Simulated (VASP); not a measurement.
## CaO (Lime): relaxation of cell and atoms with LDA

The system is CaO (Lime).

```
Ca O
1.0
     0.00000    2.35878    2.35878
     2.35878    0.00000    2.35878
     2.35878    2.35878    0.00000
Ca O
1 1
Direct
  0.00000 0.00000 0.00000
  0.50000 0.50000 0.50000
```

```yaml
Program: VASP 6.6.1
Task: relaxation of cell and atoms
Functional: LDA
Potentials_or_basis: VASP PAW LDA potentials, release 64 (Ca_sv, O)
Cutoff: 600 eV
k_mesh: 10 × 10 × 10
Occupations: gaussian, width 0.03 eV
Spin: no spin polarisation
Further_INCAR_settings: ALGO = Normal; EDIFF = 1e-07; IBRION = 2; EDIFFG = -0.005; NSW = 90; ISIF = 3
```

The pressure after relaxing is 0.0 GPa and the band gap on the k mesh is 3.43 eV, indirect (least direct gap 3.78 eV).

Final structure:
```cif
data_structure
_symmetry_space_group_name_H-M 'P 1'
_symmetry_Int_Tables_number 1
_cell_length_a 3.3358
_cell_length_b 3.3358
_cell_length_c 3.3358
_cell_angle_alpha 60.000
_cell_angle_beta 60.000
_cell_angle_gamma 60.000
_cell_volume 26.25
loop_
_atom_site_label
_atom_site_type_symbol
_atom_site_fract_x
_atom_site_fract_y
_atom_site_fract_z
_atom_site_occupancy
Ca1 Ca 0.00000 0.00000 0.00000 1
O1 O 0.50000 0.50000 0.50000 1
```

Levels at points of the mesh, in eV from the valence-band top:
```csv
k point,band 4,band 5,band 6,band 7,band 8,band 9,band 10,band 11,band 12
"(0.00, 0.00, 0.00)",-17.84,-15.32,0.00,0.00,0.00,5.03,6.24,6.24,6.24
"(0.50, 0.00, 0.00)",-17.91,-13.81,-2.85,-1.35,-1.35,7.22,8.61,8.61,8.74
"(0.50, 0.50, 0.00)",-18.14,-15.07,-1.27,-0.36,-0.36,3.43,8.44,9.20,9.92
```

Wall time 12 s on 1 thread of Intel(R) Xeon(R) Platinum 8559C (Emerald Rapids) (shared host), peak memory 0.15 GiB.

Caveat: the relaxation stopped at its first step, so nothing moved. A k mesh can miss the band edges.
